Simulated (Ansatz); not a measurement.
## Convergence notes, G0W0 on MgTe (F-43m)

A 2-atom cell of MgTe (F-43m) from a materials database, relaxed with r2SCAN; one-shot G0W0 in Ansatz without spin-orbit coupling. The values are computed, spin-unpolarised, and not measurements.

```
Mg Te
1.0
     0.00000    3.23312    3.23312
     3.23312    0.00000    3.23312
     3.23312    3.23312    0.00000
Mg Te
1 1
Direct
  0.00000 0.00000 0.00000
  0.75000 0.75000 0.75000
```

Gaps are read over the mesh points alone. G0W0 values are finite-basis, finite-mesh values.
```
 start       potentials      frequency model   mesh  empty bands  screening cutoff (eV)  Kohn-Sham gap (eV)  G0W0 gap (eV)        rough cost
   PBE              PAW  contour deformation  4×4×4          109                     80                2.41           3.55   28 core-seconds
   PBE              PAW  contour deformation  4×4×4          254                    140                2.41           3.61  2.4 core-minutes
   PBE              PAW  contour deformation  4×4×4          467                    210                2.41           3.63   11 core-minutes
 HSE06              PAW  contour deformation  4×4×4          254                    140                3.28           4.05    4 core-minutes
   LDA              PAW  contour deformation  4×4×4          254                    140                2.17           3.46  2.5 core-minutes
r2SCAN              PAW  contour deformation  4×4×4          254                    140                3.10           3.96  2.7 core-minutes
   PBE              PAW     Godby-Needs pole  4×4×4          254                    140                2.41           3.66  2.5 core-minutes
   PBE              PAW  contour deformation  6×6×6          109                     80                2.42           3.56  2.7 core-minutes
   PBE  norm-conserving  contour deformation  4×4×4          254                    140                2.40           3.57    5 core-minutes
```

G0W0 moves the gap on the mesh from 2.41 eV (PBE) to 3.63 eV (direct at Γ). Renormalisation factors Z lie between 0.75 and 0.80.

Raising bands and cutoff together moves the gap by +0.06 eV (80 to 140 eV), then +0.02 eV (140 to 210 eV); the last step is small, which bounds nothing strictly. Starting from HSE06 (3.28 eV against PBE's 2.41 eV) gives 4.05 eV, +0.44 eV from G0W0@PBE at the same screening cutoff. Starting from LDA (2.17 eV against PBE's 2.41 eV) gives 3.46 eV, -0.15 eV from G0W0@PBE at the same screening cutoff. Starting from r2SCAN (3.10 eV against PBE's 2.41 eV) gives 3.96 eV, +0.35 eV from G0W0@PBE at the same screening cutoff. The Godby-Needs plasmon pole differs from contour deformation by +0.05 eV. A 6×6×6 mesh in place of 4×4×4 changes the opening over PBE by +0.01 eV (the gap on the mesh by +0.01 eV). Norm-conserving potentials (wave cutoff 1143 eV against 420 eV) shift the quasiparticle gap by -0.04 eV and the PBE gap by -0.01 eV. r2SCAN runs take a wave cutoff of 500 eV.
